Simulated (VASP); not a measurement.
SnSe:

```
CELL_PARAMETERS angstrom
11.48649 0.00000 0.00000
0.00000 4.17221 0.00000
0.00000 0.00000 4.37968
ATOMIC_POSITIONS crystal
Sn 0.11763 0.25000 0.09317
Sn 0.38237 0.75000 0.59317
Sn 0.61763 0.25000 0.40683
Sn 0.88237 0.75000 0.90683
Se 0.35703 0.25000 0.02202
Se 0.14297 0.75000 0.52202
Se 0.85703 0.25000 0.47798
Se 0.64297 0.75000 0.97798
```

Base run:

```yaml
Program: VASP 6.6.1
Functional: r2SCAN
Potentials_or_basis: VASP PAW PBE potentials, release 64 (Sn_d, Se)
Cutoff: 520 eV
k_mesh: 4 × 8 × 8
Occupations: gaussian, width 0.03 eV
Spin: no spin polarisation
```

Its results: band gap on the k mesh 0.75 eV, indirect (least direct gap 1.13 eV).

Problem. The run is repeated on the same cell with these changes: functional from r2SCAN to TB-mBJ. What comes out?

Solution. Band gap on the k mesh 0.86 eV, indirect (least direct gap 1.23 eV).

Caveats: spin-orbit coupling is left out, which moves the levels of the heavy elements.
